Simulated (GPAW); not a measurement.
Here is a GPAW 26.7.0 calculation.

The input run.py:

```python
from ase.eos import EquationOfState
from ase.io import Trajectory
from ase.spacegroup import crystal
from ase.units import GPa
from gpaw import GPAW

# As 4c
# B 4a
atoms = crystal(['As', 'B'],
                basis=[[0.25, 0.25, 0.25],
                       [0.0, 0.0, 0.0]],
                spacegroup=216, setting=1,  # F-43m
                cellpar=[4.777, 4.777, 4.777, 90.0, 90.0, 90.0],
                primitive_cell=True)

traj = Trajectory('eos.traj', 'w')
volumes, energies = [], []
for x in [0.94, 0.96, 0.98, 1.0, 1.02, 1.04, 1.06]:
    a = atoms.copy()
    a.set_cell(atoms.cell * x**(1 / 3), scale_atoms=True)
    calc = GPAW(mode='fd',
                h=0.16,
                xc='PBE',
                kpts={'size': (8, 8, 8), 'gamma': True},
                occupations={'name': 'fermi-dirac', 'width': 0.05},
                nbands=11,
                convergence={'density': 1e-05, 'energy': 1e-05},
                maxiter=150,
                txt=f'eos-{x:.2f}.txt')
    a.calc = calc
    energies.append(a.get_potential_energy(force_consistent=True))
    volumes.append(a.get_volume())
    calc.write(f'eos-{x:.2f}.gpw')
    traj.write(a)
    print(f'{x:.2f} {volumes[-1]:10.4f} A^3 {energies[-1]:14.6f} eV', flush=True)

v0, e0, B = EquationOfState(volumes, energies, eos='birchmurnaghan').fit()
print(f'V0 = {v0:.4f} A^3, E0 = {e0:.6f} eV, B0 = {B / GPa:.2f} GPa')
```

Potentials or basis: GPAW PAW data sets (gpaw-data 1.2.1), fd.

The run is started by

```console
$ OMP_NUM_THREADS=1 python run.py
```

(1) Predict the pressure derivative of the bulk modulus.

(2) Predict the equilibrium volume.

(3) What does it give for the bulk modulus?

Results:

(1) 4.2.

(2) 13.92 Å³/atom.

(3) 135 GPa.

**Experimental background.**

From “Basic Physical Properties of Cubic Boron Arsenide”, 2019, arxiv:1911.11281, for a bulk crystal of BAs: bulk modulus 148 GPa.

Against the measured bulk modulus of BAs, 148 GPa (quoted in “Basic Physical Properties of Cubic Boron Arsenide”, 2019, arxiv:1911.11281), the calculated 135 GPa is off by -9.0 %. The fit is for a static lattice scaled at fixed shape and fixed fractional positions.
